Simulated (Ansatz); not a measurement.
Al3Ru2: how the energy converges with the cutoff

Al3Ru2, P1, a = 7.434 Å, b = 7.338 Å, c = 7.377 Å, α, β, γ = 155.5°, 156.4°, 34.0°. Ansatz: PBEsol, PAW, cutoff varied, Γ-centred 10×10×12 mesh on 5 atoms, Gaussian smearing 0.10 eV; no spin polarisation. Single points at one geometry with displaced atoms, the cutoff alone changed; ΔE is the energy at zero smearing over the run at 600 eV. The runs up to 350 eV lie under the cutoff recommended for these PAW datasets.

| cutoff (eV) | ΔE (meV/atom) |
| --- | --- |
| 200 | 3751.27 |
| 250 | 674.33 |
| 300 | 94.29 |
| 350 | 9.85 |
| 420 | ? |

**Question.** Assume ΔE falls exponentially with the cutoff, fit y = ln ΔE against x, the cutoff in eV, to the other rows, and predict the missing value.

**Answer.** y = 8.230, 6.514, 4.546, 2.287. Means x = 275.0, y = 5.3942; Σ(Δx)² = 12500, ΣΔxΔy = -494.9; the slope is their ratio. y = 16.28 − 0.03959 x, a factor of ten per 58 eV. At 420 eV this gives ΔE = 0.71 meV/atom. The run gave 1.07, a ratio of 0.66. Between neighbouring rows the decay runs from a factor of ten per 51 eV to one per 73 eV, so one exponential is only a rough guide.

Cost: 6 runs of about 11 core-minutes in all, on AMD EPYC (Zen 3) (shared hosts).